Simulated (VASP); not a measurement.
CeO:

```
Ce O
1.0
     2.88810    0.00000    0.00000
     0.00000    2.88810    0.00000
     0.00000    0.00000    2.88810
Ce O
1 1
Cartesian
  0.0000 0.0000 0.0000
  1.4440 1.4440 1.4440
```

The cell comes from a database or a generator and needn't be the stable form of this composition.

Base run:

* Program: VASP 6.6.1
* Functional: LDA
* Potentials or basis: VASP PAW LDA potentials, release 64 (Ce, O)
* Cutoff: 520 eV
* k mesh: 7 × 7 × 7
* Occupations: gaussian, width 0.05 eV
* Spin: collinear spin, ferromagnetic start
* Starting moments: [1.0, 0.0] μB
* Hubbard terms: Ce f U = 3 eV

Its results: pressure 36.2 GPa; site moments Ce +0.96; O -0.01 μB.

Problem. The run is repeated on the same cell with these changes: further incar settings from ALGO = Normal; EDIFF = 1e-06; NBANDS = 20 to ALGO = Fast; EDIFF = 1e-07; fixed moment from none to 2 μB. What comes out?

Solution. Pressure 47.0 GPa; site moments Ce +1.85; O -0.02 μB.

Caveats: the magnetic or orbital state may not be the lowest; a pressure of tens of GPa on the cell as given is suspect, and the run, the potentials or the cell itself is likely at fault; the total moment is fixed, so each spin has its own Fermi level (some runs).
